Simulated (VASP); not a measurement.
# TiAl, equation of state: which settings are enough?

TiAl, P4/mmm (no. 123), 2 atoms in the cell. LDA; PAW potentials Ti_sv, Al (LDA set). VASP 6.6.1.

Wanted: equilibrium volume within 0.2 %; bulk modulus within 1 %.

What the run is for: equation of state; Accuracy asked: standard.

The series start from Plane-wave cutoff (eV): 360; Smearing width (eV): 0.1; k-point mesh: 13 × 13 × 9; Volumes: 5 from 0.92 to 1.08; Precision mode (PREC): Accurate; Electronic threshold (eV): 1e-6; Aspherical gradient terms in the spheres (LASPH): yes; Start of each volume: each volume from scratch. Each series keeps the choices made before it, and each single choice may use up half of a tolerance. Times cover all steps of a run.

## Plane-wave cutoff (eV)

| Plane-wave cutoff (eV) | Equilibrium volume (Å³/atom) | Bulk modulus (GPa) | Time (s) |
|---|---|---|---|
| 220 | 15.46 | 126.8 | 13 |
| 280 | 15.36 | 126.5 | 13 |
| 320 | 15.35 | 126.7 | 17 |
| 360 | 15.35 | 126.9 | 17 |
| 410 | 15.33 | 127.7 | 23 |
| 480 | 15.32 | 127.3 | 26 |
| 580 | 15.32 | 127.3 | 25 |
| 720 (reference) | 15.32 | 127.3 | 46 |

Chosen: 410, the loosest value from which every tighter one stays within half of the tolerance.

## Smearing width (eV)

| Smearing width (eV) | Equilibrium volume (Å³/atom) | Bulk modulus (GPa) | Time (s) |
|---|---|---|---|
| 0.4 | 15.33 | 127.5 | 28 |
| 0.3 | 15.33 | 127.4 | 29 |
| 0.2 | 15.33 | 127.6 | 29 |
| 0.15 | 15.33 | 127.7 | 27 |
| 0.1 | 15.33 | 127.7 | 23 |
| 0.05 (reference) | 15.33 | 128 | 31 |

Chosen: 0.4.

## k-point mesh

| k-point mesh | Equilibrium volume (Å³/atom) | Bulk modulus (GPa) | Time (s) |
|---|---|---|---|
| 4 × 4 × 3 | 15.34 | 126 | 8.7 |
| 5 × 5 × 4 | 15.36 | 126.5 | 9.9 |
| 7 × 7 × 5 | 15.34 | 127.6 | 12 |
| 8 × 8 × 6 | 15.33 | 126.9 | 17 |
| 11 × 11 × 8 | 15.33 | 127.6 | 25 |
| 13 × 13 × 9 | 15.33 | 127.5 | 28 |
| 15 × 15 × 11 (reference) | 15.33 | 127.6 | 40 |

Chosen: 11 × 11 × 8.

## Volumes

| Volumes | Equilibrium volume (Å³/atom) | Bulk modulus (GPa) | Time (s) |
|---|---|---|---|
| 5 from 0.88 to 1.12 | 15.33 | 127.2 | 24 |
| 5 from 0.92 to 1.08 | 15.33 | 127.6 | 25 |
| 7 from 0.91 to 1.09 (reference) | 15.33 | 127.3 | 32 |

Chosen: 5 from 0.88 to 1.12.

## Precision mode (PREC)

| Precision mode (PREC) | Equilibrium volume (Å³/atom) | Bulk modulus (GPa) | Time (s) |
|---|---|---|---|
| SingleN | 15.32 | 129 | 15 |
| Normal | 15.33 | 127.3 | 14 |
| Accurate (reference) | 15.33 | 127.2 | 24 |

Chosen: Normal.

## Electronic threshold (eV)

| Electronic threshold (eV) | Equilibrium volume (Å³/atom) | Bulk modulus (GPa) | Time (s) |
|---|---|---|---|
| 0.001 | 15.33 | 127.3 | 12 |
| 0.0001 | 15.33 | 127.3 | 13 |
| 1e-5 | 15.33 | 127.3 | 15 |
| 1e-6 | 15.33 | 127.3 | 14 |
| 1e-7 (reference) | 15.33 | 127.3 | 17 |

Chosen: 0.001.

## Aspherical gradient terms in the spheres (LASPH)

| Aspherical gradient terms in the spheres (LASPH) | Equilibrium volume (Å³/atom) | Bulk modulus (GPa) | Time (s) |
|---|---|---|---|
| no | 15.33 | 127.3 | 12 |
| yes (reference) | 15.33 | 127.3 | 12 |

Chosen: no.

## Start of each volume

| Start of each volume | Equilibrium volume (Å³/atom) | Bulk modulus (GPa) | Time (s) |
|---|---|---|---|
| each volume from scratch | 15.33 | 127.3 | 12 |
| orbitals of the volume before (WAVECAR) | 15.33 | 127.3 | 9.9 |

Chosen: orbitals of the volume before (WAVECAR); it saves 2.5 s of 12, so each volume from scratch would do nearly as well.

## All choices together

| Input | Equilibrium volume (Å³/atom) | Bulk modulus (GPa) | Time (s) |
|---|---|---|---|
| the program's defaults (naive) | 15.38 | 129 | 4.0 |
| chosen settings | 15.33 | 127.3 | 9.9 |
| reference settings throughout | 15.31 | 128.1 | 118 |

The tolerance is met.

## The input

INCAR:
```
  GGA = CA
  ISMEAR = 2
  SIGMA = 0.4
  LWAVE = True
  LCHARG = False
  ISIF = 2
  NSW = 0
  PREC = Normal
  LASPH = False
  LREAL = False
  ALGO = Normal
  EDIFF = 0.001
  NELM = 120
  GGA_COMPAT = False
  ENCUT = 410
  KPAR = 4
```

KPOINTS:
```
Automatic mesh
0
Gamma
  11 11 8
  0 0 0
```

POSCAR.step1:
```
TiAl
1.0
    2.7189391121      0.0000000000      0.0000000000
    0.0000000000      2.7189391121      0.0000000000
    0.0000000000      0.0000000000      3.8897704684
Ti Al
1 1
Direct
    0.0000000000      0.0000000000      0.0000000000
    0.5000000000      0.5000000000      0.5000000000
```

POSCAR.step2:
```
TiAl
1.0
    2.7793796663      0.0000000000      0.0000000000
    0.0000000000      2.7793796663      0.0000000000
    0.0000000000      0.0000000000      3.9762379739
Ti Al
1 1
Direct
    0.0000000000      0.0000000000      0.0000000000
    0.5000000000      0.5000000000      0.5000000000
```

POSCAR.step3:
```
TiAl
1.0
    2.8373000000      0.0000000000      0.0000000000
    0.0000000000      2.8373000000      0.0000000000
    0.0000000000      0.0000000000      4.0591000000
Ti Al
1 1
Direct
    0.0000000000      0.0000000000      0.0000000000
    0.5000000000      0.5000000000      0.5000000000
```

POSCAR.step4:
```
TiAl
1.0
    2.8929474611      0.0000000000      0.0000000000
    0.0000000000      2.8929474611      0.0000000000
    0.0000000000      0.0000000000      4.1387104075
Ti Al
1 1
Direct
    0.0000000000      0.0000000000      0.0000000000
    0.5000000000      0.5000000000      0.5000000000
```

POSCAR.step5:
```
TiAl
1.0
    2.9465327030      0.0000000000      0.0000000000
    0.0000000000      2.9465327030      0.0000000000
    0.0000000000      0.0000000000      4.2153705618
Ti Al
1 1
Direct
    0.0000000000      0.0000000000      0.0000000000
    0.5000000000      0.5000000000      0.5000000000
```

Commands (each step's output is kept before the next begins):
```
cat potpaw_LDA.64/Ti_sv/POTCAR potpaw_LDA.64/Al/POTCAR > POTCAR
cp POSCAR.step1 POSCAR
mpirun -np 4 vasp_std > vasp.out
cp POSCAR.step2 POSCAR
mpirun -np 4 vasp_std > vasp.out
cp POSCAR.step3 POSCAR
mpirun -np 4 vasp_std > vasp.out
cp POSCAR.step4 POSCAR
mpirun -np 4 vasp_std > vasp.out
cp POSCAR.step5 POSCAR
mpirun -np 4 vasp_std > vasp.out
```

Limits: Every volume keeps the cell's shape and the atoms' fractional positions, so the modulus is that of a clamped cell, stiffer than the relaxed one, above all in layered crystals.

The chosen input took VASP 6.6.1 9.9 s on 4 cores (Intel Xeon 6975P-C (Granite Rapids)), a shared host.

## An input that fails: cutoff far too low

It runs to its end, but against the unchanged starting input it is off by 2.7 % in the equilibrium volume, 12 % in the bulk modulus.

Changes against the starting input:
```
(all steps)
- PREC = Accurate
- NELM = 120
- ENCUT = 360
+ PREC = Low
+ NELM = 50
+ ENCUT = 160
```
